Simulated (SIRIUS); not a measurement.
Equation of state of HfN under PW91

Space group Fm-3m (No. 225). a = 4.512 Å, b = 4.512 Å, c = 4.512 Å, α = 90.00°, β = 90.00°, γ = 90.00°
```tsv
atom	site	symmetry	x	y	z
Hf	4a	m-3m	0.0000	0.0000	0.0000
N	4b	m-3m	0.5000	0.0000	0.0000
```

The cell was scaled at fixed shape and fractions and run with SIRIUS, PseudoDojo 0.4.1 PBE standard (scalar relativistic), cutoff 1152 eV; PW91, k mesh 7 × 7 × 7 on the cell of 2 atoms, fermi-dirac occupations of 0.05 eV, no spin polarisation, no spin-orbit coupling. The potentials were made for PBE. Energies are those that the program minimises, any entropy of the smearing included. For a metal such a mesh isn't converged to the digits shown.

```tsv
V (Å³/atom)	energy over the lowest row (meV/atom)
10.7931	72.43
11.0227	39.83
11.2524	?
11.4820	4.59
11.7116	0.00
11.9413	2.96
12.1709	12.73
```

**Question.** Fit the third-order Birch-Murnaghan form, give V0, B0 and B′, and predict the energy left open.

**Answer.** With y = (V0/V)^(2/3), E = E0 + (9 V0 B0/16) [(y - 1)³ B′ + (y - 1)² (6 - 4y)]. Least squares through the rows shown give V0 = 11.7325 Å³/atom, E0 = -0.03 meV, B0 = 266.4 GPa (1 eV/Å³ = 160.218 GPa) and B′ = 4.30, with a largest miss of 0.00 meV. At V = 11.2524 the form with these constants gives 17.55 meV; the run gave 17.56 meV an atom.
